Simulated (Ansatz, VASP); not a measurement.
# Os: programs and potentials compared

The starting cell:

```
CELL_PARAMETERS angstrom
2.73410 0.00000 0.00000
-1.36705 2.36780 0.00000
0.00000 0.00000 4.31970
ATOMIC_POSITIONS crystal
Os 0.66667 0.33333 0.75000
Os 0.33333 0.66667 0.25000
```

Alike in all runs: task relaxation of cell and atoms; functional PBEsol; dispersion D4; k mesh 11 × 11 × 6; occupations fermi-dirac, width 0.05 eV; no spin polarisation; no spin-orbit coupling.

| program and potentials | plane-wave cutoff (eV) | notes | equilibrium volume (Å³/atom) |
| --- | --- | --- | --- |
| Ansatz, Ansatz PAW | 420 | potentials made for PBE, which Ansatz adapts in part; 16 valence electrons an atom on average | 13.76 |
| Ansatz, all-electron LAPW, scalar-relativistic | - | - | 13.76 |
| VASP, PBE PAW files Os, 600 eV | 600 | potentials made for PBE; 8 valence electrons an atom on average | 13.78 |

The equilibrium volume spans 13.76 (Ansatz, all-electron LAPW, scalar-relativistic) to 13.78 Å³/atom (VASP, PBE PAW files Os, 600 eV), with all-electron results at 13.76. Relaxations stop with a little pressure left, so the last digit of a volume isn't settled.

Differences between rows come from potentials, basis sets and numerical settings, since the functional is the same but for its coding. Runs on potential files found faulty are left out.
